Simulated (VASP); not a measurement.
Input of a VASP 6.6.1 run:

INCAR

```
PREC = Accurate ; ENCUT = 520
EDIFF = 1E-7 ; ISMEAR = 0
SIGMA = 0.1 ; LREAL = F
LASPH = T ; NELM = 80
ALGO = Fast ; ISIF = 3
LWAVE = F ; LCHARG = F
GGA = PE ; IBRION = 2
NSW = 80 ; EDIFFG = -0.002
PSTRESS = 450.0
```

Contents of KPOINTS:

```
regular mesh
0
Gamma
  6 6 6
```

Contents of POSCAR:

```
Mo
1.0
   -1.5734150000      1.5734150000      1.5734150000
    1.5734150000     -1.5734150000      1.5734150000
    1.5734150000      1.5734150000     -1.5734150000
Mo
1
Direct
    0.0000000000      0.0000000000      0.0000000000
```

Potentials or basis: VASP PAW PBE potentials, release 64 (Mo_sv).

The run is started by

```sh
$ cat potpaw_PBE.64/Mo_sv/POTCAR > POTCAR
$ mpirun -np 1 vasp_std > vasp.out
```

(1) Estimate the space group after relaxing (to 0.05 Å).

(2) Estimate the band gap on the k mesh.

(3) What does it give for the relaxed volume?

## Answers

(1) Im-3m (No. 229).

(2) none (metal or under the smearing width).

(3) 13.88 Å³/atom.

Caveat: the k mesh is coarse (spacing up to 0.47 Å⁻¹), so the values aren't converged; the cell is relaxed towards a set pressure, so the enthalpy falls and the energy may rise.
